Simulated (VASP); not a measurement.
Here is a VASP 6.6.1 calculation.

INCAR

```
PREC = Accurate
ENCUT = 600
EDIFF = 1E-7
ISMEAR = 0
SIGMA = 0.02
LREAL = False
LASPH = True
NELM = 60
ALGO = Normal
ISIF = 3
LWAVE = False
LCHARG = False
GGA = PE
IBRION = 2
NSW = 90
EDIFFG = -0.005
```

The input KPOINTS:

```
regular mesh
0
Gamma
  10 10 10
```

The input POSCAR:

```
PbS
1.0
    0.0000000000      2.9880867000      2.9880867000
    2.9880867000      0.0000000000      2.9880867000
    2.9880867000      2.9880867000      0.0000000000
Pb S
1 1
Direct
    0.5000000000      0.5000000000      0.5000000000
    0.0000000000      0.0000000000      0.0000000000
```

Potentials or basis: VASP PAW PBE potentials, release 64 (Pb_d, S).

The run is started by

```bash
$ cat potpaw_PBE.64/Pb_d/POTCAR potpaw_PBE.64/S/POTCAR > POTCAR
$ mpirun -np 1 vasp_std > vasp.out
```

**Question.** Estimate the relaxed cell.

**Answer.** a = 4.248 Å, b = 4.248 Å, c = 4.248 Å, α = 60.00°, β = 60.00°, γ = 60.00°.

**Question.** What does it give for the space group after relaxing (to 0.05 Å)?

**Answer.** Fm-3m (No. 225).

The path:
| step | energy change (eV) | largest force (eV/Å) | pressure (GPa) | volume (Å³) |
| --- | --- | --- | --- | --- |
| 1 | 0.0000 | 0.0000 | 0.88 | 53.36 |
| 2 | -0.0021 | 0.0000 | -0.28 | 54.50 |
| 3 | -0.0023 | 0.0000 | 0.00 | 54.21 |
